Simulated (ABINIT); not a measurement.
# WS2 (R3m) in ABINIT: a series of runs, part 2 of 2

ABINIT 10.8.3 (patched build). The steps go on from the part before.

## Step 4: Single point, LDA

The input, run.abi:

```
pp_dirpath "./"
pseudos "W.LDA_PW-JTH.xml, S.LDA_PW-JTH.xml"

acell 3*1.0
rprim
     2.9838775508     1.7227425073    11.6470120147
    -2.9838775508     1.7227425073    11.6470120147
     0.0000000000    -3.4454850143    11.6470120147
ntypat 2
znucl 74 16
natom 3
typat 1 2 2
xred
     0.0000000000     0.0000000000     0.0000000000
     0.5810000000     0.5810000000     0.5810000000
     0.7503000000     0.7503000000     0.7503000000

ecut 20.0
pawecutdg 40.0

kptopt 1
ngkpt 8 8 8
nshiftk 1
shiftk 0.0 0.0 0.0

ixc 7

nband 17
occopt 3
tsmear 0.00183747

nstep 100
tolvrs 1.0e-9

iomode 3
prtwf 0
prtden 0
prteig 0
prtebands 0
```

Potentials or basis: JTH PAW LDA v2.0.

Launch:

```console
$ abinit run.abi > log 2>&1
```

run.abo:

```text
.Version 10.8.3 of ABINIT
 Symmetries : space group R3 m (#160); Bravais hR (rhombohedral)
================================================================================
 Values of the parameters that define the memory need of the present run
     intxc =       0    ionmov =       0      iscf =      17    lmnmax =      18
     lnmax =       6     mgfft =      50  mpssoang =       3    mqgrid =    3001
     natom =       3  nloc_mem =       2    nspden =       1   nspinor =       1
    nsppol =       1      nsym =       6    n1xccc =       1    ntypat =       2
    occopt =       3   xclevel =       1
       mpw =        1553          nfft =      125000          nkpt =          65
 PAW method is used; the additional fine FFT grid is defined by:
   mgfftf=        72    nfftf =    373248
================================================================================
================================================================================

--------------------------------------------------------------------------------
------------- Echo of variables that govern the present computation ------------
--------------------------------------------------------------------------------
 -outvars: echo values of preprocessed input variables --------
            acell      1.0000000000E+00  1.0000000000E+00  1.0000000000E+00 Bohr
              amu      1.83850000E+02  3.20660000E+01
             ecut      2.00000000E+01 Hartree
                       outvar_i_n : Printing only first  50 k-points.
              ixc           7
                       outvar_i_n : Printing only first  50 k-points.
         kptrlatt        8    0    0      0    8    0      0    0    8
          kptrlen      4.77420408E+01
            natom           3
            nband          17
            ngfft          50      50      50
          ngfftdg          72      72      72
             nkpt          65
            nstep         100
             nsym           6
           ntypat           2
                       prtocc : prtvol=0, do not print more k-points.
           occopt           3
        pawecutdg      4.00000000E+01 Hartree
           prtden           0
        prtebands           0
           prteig           0
            prtwf           0
            rprim      2.9838775508E+00  1.7227425073E+00  1.1647012015E+01
                      -2.9838775508E+00  1.7227425073E+00  1.1647012015E+01
                       0.0000000000E+00 -3.4454850143E+00  1.1647012015E+01
          spgroup         160
           tolvrs      1.00000000E-09
           tsmear      1.83747000E-03 Hartree
            typat      1  2  2
           useylm           1
                       outvars : Printing only first  50 k-points.
           xangst      0.0000000000E+00  0.0000000000E+00  0.0000000000E+00
                      -2.0166039631E-18  9.2235842316E-11  1.0742689993E+01
                      -9.6773893113E-17  1.1911257354E-10  1.3873046990E+01
            xcart      0.0000000000E+00  0.0000000000E+00  0.0000000000E+00
                      -3.8108291946E-18  1.7430048097E-10  2.0300741942E+01
                      -1.8287615412E-16  2.2509014214E-10  2.6216259344E+01
             xred      0.0000000000E+00  0.0000000000E+00  0.0000000000E+00
                       5.8100000000E-01  5.8100000000E-01  5.8100000000E-01
                       7.5030000000E-01  7.5030000000E-01  7.5030000000E-01
            znucl       74.00000   16.00000

================================================================================

 chkinp: Checking input parameters for consistency.

================================================================================
== DATASET  1 ==================================================================

--- !DatasetInfo
iteration_state: {dtset: 1, }
dimensions: {natom: 3, nkpt: 65, mband: 17, nsppol: 1, nspinor: 1, nspden: 1, mpw: 1553, }
cutoff_energies: {ecut:  20.0, pawecutdg:  40.0, }
electrons: {nelect:   2.60000000E+01, charge:   0.00000000E+00, occopt:   3.00000000E+00, tsmear:   1.83747000E-03, }
[... 114 lines left out ...]

 ----iterations are completed or convergence reached----

 Mean square residual over all n,k,spin=   66.369E-09; max=  23.170E-06
 reduced coordinates (array xred) for    3 atoms
       0.000000000000      0.000000000000      0.000000000000
       0.581000000000      0.581000000000      0.581000000000
       0.750300000000      0.750300000000      0.750300000000
 rms dE/dt=  1.0606E-01; max dE/dt=  1.3209E-01; dE/dt below (all hartree)
    1       0.132091236857      0.132091236857      0.132091236857
    2      -0.127596614591     -0.127596614591     -0.127596614591
    3      -0.003856329752     -0.003856329752     -0.003856329752

 cartesian coordinates (angstrom) at end:
    1      0.00000000000000     0.00000000000000     0.00000000000000
    2     -0.00000000000000     0.00000000009224    10.74268999264117
    3     -0.00000000000000     0.00000000011911    13.87304699049685

 cartesian forces (hartree/bohr) at end:
    1      0.00000000000000     0.00000000000000    -0.01132294467620
    2     -0.00000000000000    -0.00000000000000     0.01097357662211
    3      0.00000000000000     0.00000000000000     0.00034936805408
 frms,max,avg= 5.2572756E-03 1.1322945E-02   0.000E+00  0.000E+00 -1.827E-05 h/b

 cartesian forces (eV/Angstrom) at end:
    1      0.00000000000000     0.00000000000000    -0.58224922556498
    2     -0.00000000000000    -0.00000000000000     0.56428399790157
    3      0.00000000000000     0.00000000000000     0.01796522766341
 frms,max,avg= 2.7033998E-01 5.8224923E-01   0.000E+00  0.000E+00 -9.394E-04 e/A
 length scales=  1.000000000000  1.000000000000  1.000000000000 bohr
              =  0.529177210544  0.529177210544  0.529177210544 angstroms
 Fermi (or HOMO) energy (hartree) =   0.28890   Average Vxc (hartree)=  -0.41480
 Eigenvalues (hartree) for nkpt=  65  k points:
 kpt#   1, nband= 17, wtk=  0.00195, kpt=  0.0000  0.0000  0.0000 (reduced coord)
  -2.47167   -1.15784   -1.15110   -1.15110   -0.30299   -0.22864   -0.01073    0.14127
   0.14127    0.18731    0.18731    0.21471    0.22561    0.35100    0.35100    0.36424
   0.36424
      occupation numbers for kpt#   1
   2.00000    2.00000    2.00000    2.00000    2.00000    2.00000    2.00000    2.00000
   2.00000    2.00000    2.00000    2.00000    2.00000    0.00000    0.00000    0.00000
   0.00000
 prteigrs : prtvol=0 or 1, do not print more k-points.

--- !EnergyTerms
iteration_state     : {dtset: 1, }
comment             : Components of total free energy in Hartree
kinetic             :  1.58128501254127E+01
hartree             :  2.79421017982782E+01
xc                  : -1.50051257258795E+01
Ewald energy        : -5.99631140753819E+01
psp_core            :  3.75862077271172E+00
local_psp           : -7.01825988458326E+01
PAW spherical_terms :  7.46432057910953E+00
internal            : -9.01729453715818E+01
'-kT*entropy'       : -1.75571249764408E-08
total_energy        : -9.01729453891390E+01
total_energy_eV     : -2.45373084592161E+03
...

--- !EnergyTermsDC
iteration_state     : {dtset: 1, }
comment             : '"Double-counting" decomposition of free energy'
band_energy         : -1.10253673341875E+01
Ewald energy        : -5.99631140753819E+01
psp_core            :  3.75862077271172E+00
xc_dc               : -3.10309678212071E+01
PAW spherical_terms :  8.08788520641446E+00
internal            : -9.01729432516503E+01
'-kT*entropy'       : -1.75571249764408E-08
total_energy_dc     : -9.01729432692074E+01
total_energy_dc_eV  : -2.45373078823534E+03
...

--- !EnergyTermsWithPAWCore
iteration_state     : {dtset: 1, }
comment             : 'Components of total free energy, including PAW core contributions'
Total energy        : -1.69296674209057E+04
Total energy DC     : -1.69296674187857E+04
Total energy (eV)   : -4.60679719206265E+05
Total energy DC (eV): -4.60679719148579E+05
...

 Cartesian components of stress tensor (hartree/bohr^3)
  sigma(1 1)=  1.33533225E-04  sigma(3 2)= -9.09788844E-14
  sigma(2 2)=  1.33533225E-04  sigma(3 1)=  0.00000000E+00
  sigma(3 3)=  1.22659994E-04  sigma(2 1)=  0.00000000E+00

-Cartesian components of stress tensor (GPa)         [Pressure= -3.8220E+00 GPa]
- sigma(1 1)=  3.92868312E+00  sigma(3 2)= -2.67669119E-09
- sigma(2 2)=  3.92868311E+00  sigma(3 1)=  0.00000000E+00
- sigma(3 3)=  3.60878160E+00  sigma(2 1)=  0.00000000E+00

== END DATASET(S) ==============================================================
================================================================================

 -outvars: echo values of variables after computation  --------
            acell      1.0000000000E+00  1.0000000000E+00  1.0000000000E+00 Bohr
           etotal     -9.0172943269E+01
            fcart      1.9674158774E-18  1.5783893102E-18 -1.1322944676E-02
                      -3.2130241715E-18 -2.1711095543E-18  1.0973576622E-02
                       1.2456082941E-18  5.9272024405E-19  3.4936805408E-04
            rprim      2.9838775508E+00  1.7227425073E+00  1.1647012015E+01
                      -2.9838775508E+00  1.7227425073E+00  1.1647012015E+01
                       0.0000000000E+00 -3.4454850143E+00  1.1647012015E+01
           strten      1.3353322494E-04  1.3353322474E-04  1.2265999358E-04
                      -9.0978884430E-14  0.0000000000E+00  0.0000000000E+00
           xangst      0.0000000000E+00  0.0000000000E+00  0.0000000000E+00
                      -2.0166039631E-18  9.2235842316E-11  1.0742689993E+01
                      -9.6773893113E-17  1.1911257354E-10  1.3873046990E+01
             xred      0.0000000000E+00  0.0000000000E+00  0.0000000000E+00
                       5.8100000000E-01  5.8100000000E-01  5.8100000000E-01
                       7.5030000000E-01  7.5030000000E-01  7.5030000000E-01
 Calculation completed.
```

It took 2.3 min on 1 thread of Intel Xeon 6975P-C (Granite Rapids), shared host; peak memory 0.22 GiB.

Results:

- Free energy: -2453.7308 eV
- Pressure: -3.8 GPa
- Largest force: 0.582 eV/Å
- Band gap on the k mesh: 1.09 eV, indirect (least direct gap 2.29 eV)
- Valence electrons inside the program's atomic spheres: W 11.78; S 3.60, 3.62

Forces in eV/Å, atoms in the order of the input:
```
W    0.000  0.000 -0.582
S    0.000  0.000  0.564
S    0.000  0.000  0.018
```

Caveat: spin-orbit coupling is left out, which moves the levels of the heavy elements.

## Step 5: Summary

| level | potentials or basis | cutoff (eV) | fine-grid cutoff | gap on the mesh (eV) | pressure (GPa) | largest force (eV/Å) |
| --- | --- | --- | --- | --- | --- | --- |
| LDA | PseudoDojo NC SR LDA v0.4.1 standard | 952 | - | 1.10 | -4.0 | 0.60 |
| PBEsol | PseudoDojo NC SR PBEsol v0.4.1 standard | 844 | - | 1.12 | -0.7 | 0.60 |
| LDA | JTH PAW LDA v2.0 | 544 | 1088.46 eV | 1.09 | -3.8 | 0.58 |

Alike in all rows: task single point; no spin polarisation; cell as given; k mesh 8 × 8 × 8; smearing fermi-dirac 0.05 eV.

Caveats: spin-orbit coupling is left out, which moves the levels of the heavy elements; the cutoff is short for stress, so the pressure is rough (some runs).

Total energies depend on the potentials used, so only differences within one code and one set of settings carry meaning.
